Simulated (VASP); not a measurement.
# ZnSe in VASP: how settings move the LDA relaxation

The LDA relaxation of ZnSe (zincblende) is repeated with altered inputs. Which of them can be trusted?

Code: VASP 6.6.1. PAW datasets, plane waves. Spin-unpolarised throughout; all numbers are computed.

### Step 1. The system as given

The cell comes from an earlier relaxation with PBE in another program.

Space group F-43m (No. 216), cubic; a = 5.732 Å in the conventional setting, 23.54 Å³ an atom. Around Zn lie 4 Se at 2.48 Å; around Se lie 4 Zn at 2.48 Å.

Structure file:

```cif
data_structure
_symmetry_space_group_name_H-M 'P 1'
_symmetry_Int_Tables_number 1
_cell_length_a 4.0533
_cell_length_b 4.0533
_cell_length_c 4.0533
_cell_angle_alpha 60.000
_cell_angle_beta 60.000
_cell_angle_gamma 60.000
_cell_volume 47.09
loop_
_atom_site_label
_atom_site_type_symbol
_atom_site_fract_x
_atom_site_fract_y
_atom_site_fract_z
_atom_site_occupancy
Zn1 Zn 0.00000 0.00000 0.00000 1
Se1 Se 0.25000 0.25000 0.25000 1
```

The LDA run on sound settings gave: energy (σ→0) -7.3719 eV, final volume 21.671 Å³/atom.

### Step 2. Altered input 1

Contents of INCAR:

```
ENCUT = 600.000000
EDIFF = 1.00e-07
EDIFFG = -5.00e-03
GGA = CA
PREC = Accurate
IBRION = 2
ISIF = 3
NBANDS = 16
NELM = 120
NSW = 40
LASPH = .TRUE.
LCHARG = .FALSE.
LWAVE = .FALSE.
LREAL = .FALSE.
ISMEAR = 1
SIGMA = 0.1
```

Contents of KPOINTS:

```
KPOINTS created by Atomic Simulation Environment
0
Gamma
8 8 8
0 0 0
```

Contents of POSCAR:

```
Zn Se
 1.0000000000000000
     0.0000000000000000    2.8661395710329329    2.8661395710329329
     2.8661395710329329    0.0000000000000000    2.8661395710329329
     2.8661395710329329    2.8661395710329329    0.0000000000000000
 Zn  Se
   1   1
Cartesian
  0.0000000000000000  0.0000000000000000  0.0000000000000000
  1.4330697855164665  1.4330697855164665  1.4330697855164665
```

The run uses the recommended LDA PAW datasets (18 valence electrons a neutral cell).

Started as:

```
mpirun -np 1 vasp_std
```

### Step 3. Altered input 2

Contents of INCAR:

```
SIGMA = 0.020000
EDIFF = 1.00e-07
EDIFFG = -5.00e-03
GGA = CA
PREC = Accurate
IBRION = 2
ISIF = 3
ISMEAR = -1
NBANDS = 16
NELM = 120
NSW = 40
LASPH = .TRUE.
LCHARG = .FALSE.
LWAVE = .FALSE.
LREAL = .FALSE.
AMIX = 0.1
ENCUT = 700
```

Contents of KPOINTS:

```
KPOINTS created by Atomic Simulation Environment
0
Gamma
8 8 8
0 0 0
```

Contents of POSCAR:

```
Zn Se
 1.0000000000000000
     0.0000000000000000    2.8661395710329329    2.8661395710329329
     2.8661395710329329    0.0000000000000000    2.8661395710329329
     2.8661395710329329    2.8661395710329329    0.0000000000000000
 Zn  Se
   1   1
Cartesian
  0.0000000000000000  0.0000000000000000  0.0000000000000000
  1.4330697855164665  1.4330697855164665  1.4330697855164665
```

Q: Predict the outcome of this session. Wanted: for each run, changed; ending; energy change; volume; electronic steps; usable.

As calculated:

| run | changed | ending | energy change (meV/atom) | volume (Å³/atom) | electronic steps | time | usable |
| --- | --- | --- | --- | --- | --- | --- | --- |
| ref. | – | converged | 0 | 21.671 | – | – | yes |
| 1 | ISMEAR = 1, SIGMA = 0.1 | converged | -0.4 | 21.671 | 32 | 53 s | yes |
| 2 | AMIX = 0.1, ENCUT = 700 | converged | -0.2 | 21.681 | 41 | 98 s | yes |

**Reading.** Of 2 altered inputs, 2 gave usable results. Among the usable ones with comparable energies, «ISMEAR = 1, SIGMA = 0.1» moves the energy most, by -0.4 meV/atom.
